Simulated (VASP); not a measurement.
## Hf: relaxation of cell and atoms with LDA

Hf:

```
CELL_PARAMETERS angstrom
-1.80500 1.80500 1.80500
1.80500 -1.80500 1.80500
1.80500 1.80500 -1.80500
ATOMIC_POSITIONS crystal
Hf 0.00000 0.00000 0.00000
```

This isn't the form of Hf at room conditions, which is hcp.

* Program: VASP 6.6.1
* Task: relaxation of cell and atoms
* Functional: LDA
* Potentials or basis: VASP PAW LDA potentials, release 64 (Hf_pv)
* Cutoff: 600 eV
* k mesh: 10 × 10 × 10
* Occupations: fermi-dirac, width 0.05 eV
* Spin: no spin polarisation
* Target pressure: 20 GPa
* Further INCAR settings: ALGO = Normal; EDIFF = 1e-06; IBRION = 2; EDIFFG = -0.01; NSW = 60; ISIF = 3
* Target pressure: 20 GPa

| Item | Value |
| --- | --- |
| Relaxed volume | 17.69 Å³/atom |
| Relaxed cell | a = 2.843 Å, b = 2.843 Å, c = 2.843 Å, α = 109.47°, β = 109.47°, γ = 109.47° |
| Space group after relaxing (to 0.05 Å) | Im-3m (No. 229) |
| Energy change on relaxing (the enthalpy is what falls) | +19.1 meV/atom |
| Ionic steps | 5 |
| Pressure after relaxing | 19.9 GPa |
| Band gap on the k mesh | none (metal or under the smearing width) |

The path:
| step | energy change (eV) | largest force (eV/Å) | pressure (GPa) | volume (Å³) |
| --- | --- | --- | --- | --- |
| 1 | 0.0000 | 0.0000 | -12.62 | 23.52 |
| 2 | 4.0813 | 0.0000 | 235.35 | 10.70 |
| 3 | -0.0611 | 0.0000 | 12.75 | 18.48 |
| 4 | -0.0142 | 0.0000 | 17.23 | 17.98 |
| 5 | 0.0191 | 0.0000 | 19.93 | 17.69 |

Final structure:
```xyz
1
Lattice="-1.6414 1.6414 1.6414 1.6414 -1.6414 1.6414 1.6414 1.6414 -1.6414" Properties=species:S:1:pos:R:3 pbc="T T T"
Hf    0.0000    0.0000    0.0000
```

Levels at points of the mesh, in eV from the Fermi level:
```csv
k point,band 1,band 2,band 3,band 4,band 5,band 6,band 7,band 8,band 9
"(0.00, 0.00, 0.00)",-28.79,-28.79,-28.79,-7.66,1.55,1.55,1.55,5.09,5.09
"(0.50, 0.00, 0.00)",-30.55,-29.33,-28.81,-4.21,-1.09,2.43,5.09,6.34,9.84
"(0.50, 0.50, 0.50)",-29.98,-29.98,-29.98,-3.79,-3.79,8.63,8.63,8.63,9.49
```

Run time: 25 s on 1 thread of Intel(R) Xeon(R) Platinum 8488C (Sapphire Rapids), on a shared host, peak memory 0.16 GiB.

Caveat: the cell is relaxed towards a set pressure, so the enthalpy falls and the energy may rise; the volume moved by over 15 % at a fixed basis, so the end points are rough. LDA usually gives volumes a few per cent too small.
